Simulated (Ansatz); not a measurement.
Consider the adduct formation: `[AlH3]` + `c1ccncc1` → `[AlH3-][n+]1ccccc1`.

Calculated with Ansatz (gas phase, PBE0-D4/def2-TZVP geometries, no zero-point term in ΔE). CCSD(T)/CBS is the MP2 limit (def2-TZVPP, def2-QZVPP) plus CCSD(T) − MP2 in def2-TZVPP, frozen cores. This one scheme is used for every species. DFT in def2-TZVPP.

```csv
level,ΔE (kJ/mol)
B97M-V,-138.9
r2SCAN0,-138.8
```

Task: What does CCSD(T)/CBS give? (An estimate is asked.)

Result: Ansatz gave: -135.0 kJ/mol. The listed levels differ from it by -3.9, -3.8 kJ/mol.

Largest T1 diagnostic among the species: 0.012.

The D4 term adds −17.1 kJ/mol with B3LYP and −9.6 kJ/mol with PBE0; it sums over pairs of atoms, weighted by their polarisabilities, and B3LYP, whose exchange is more repulsive, gets the larger term. At CCSD(T), def2-SVP lies −4.6 kJ/mol from the extrapolated value and def2-TZVPP +1.3 kJ/mol.

B3LYP here is the variant with VWN-RPA as its local correlation; programs differ in this.

CCSD(T)/CBS has its own doubt, a few kJ/mol and more with outer-core shells, so smaller differences from it don't rank the levels.
